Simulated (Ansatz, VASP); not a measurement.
One calculation of Fe, two programs

INCAR

```
ALGO     = Normal         # electronic algorithm
EDIFF    = 1E-6           # SCF threshold, eV
ENCUT    = 520            # plane-wave cutoff, eV
GGA      = PE             # functional
ISIF     = 2              # what is computed and relaxed
ISMEAR   = 0              # smearing method
ISPIN    = 2              # spin polarisation
LASPH    = True           # aspherical terms in the spheres
LCHARG   = False          # write CHGCAR
LMAXMIX  = 4              # l up to which the mixer works
LORBIT   = 11             # projections on sites
LREAL    = False          # projectors in reciprocal space
LWAVE    = False          # write WAVECAR
MAGMOM   = 2.44           # initial moments
NBANDS   = 14             # bands
NELM     = 150            # most SCF steps
PREC     = Accurate       # precision mode
SIGMA    = 0.15           # smearing width, eV
```

The input KPOINTS:

```
k-points
0
Gamma
  10 10 10
```

Contents of POSCAR:

```
Fe
1.0
   -1.3638161386      1.4157750842      1.5148793401
    1.3638161386     -1.4157750842      1.5148793401
    1.3638161386      1.4157750842     -1.5148793401
Fe
1
Direct
    0.0000000000      0.0000000000      0.0000000000
```

Input for Ansatz:

```yaml
crystal:
  lattice:
    - [-1.3638161386, 1.4157750842, 1.5148793401]
    - [1.3638161386, -1.4157750842, 1.5148793401]
    - [1.3638161386, 1.4157750842, -1.5148793401]
  atoms:
    - { symbol: Fe, position: [0.0, 0.0, 0.0], spin: 2.44 }
basis:
  ecutwfc: 520.0
kpoints:
  mp_grid: { grid: [10, 10, 10] }
hamiltonian:
  xc: pbe
scf:
  occupations: { method: gaussian, width: 0.15 }
output:
  forces: true
  stress: true
  eigenvalues: true
  populations: true
magnetization:
  spin_polarized: true
```

Change from the starting cell: normal strain along x -0.0367, normal strain along z +0.0700.

Alike in both runs: task single point; functional PBE; k mesh 10 × 10 × 10; occupations gaussian, width 0.15 eV; collinear spin.

|  | VASP | Ansatz |
| --- | --- | --- |
| version | VASP 6.6.1 | Ansatz 0.2.0 |
| potentials or method | VASP PAW PBE potentials, release 64 (Fe) | scalar-relativistic, plane waves, PAW |
| plane-wave cutoff (eV) | 520 | 520 |
| valence electrons in the cell | 8 | 16 |

Ansatz gave:

| Quantity | Value |
| --- | --- |
| gap on the k mesh at the Fermi level (eV) | none |
| pressure (GPa) | -4.8 |
| largest component of the traceless stress (GPa) | 6.18 |
| net moment per atom (μB) | 2.22 |
| size of the moment on the site where the two differ most (μB) | 2.27 |

Task: Which values does VASP return?

Result: gap on the k mesh at the Fermi level (eV): none; pressure (GPa): -4.8; largest component of the traceless stress (GPa): 6.00; net moment per atom (μB): 2.24; size of the moment on the site where the two differ most (μB): 2.24.

Site moments also hang on the region over which each program counts them. A gap of «none» marks a metal or a gap that the smearing closes. The functional is the same, so the differences come from potentials, cutoffs and numerics. The two sets of potentials don't hold the same shells in valence.
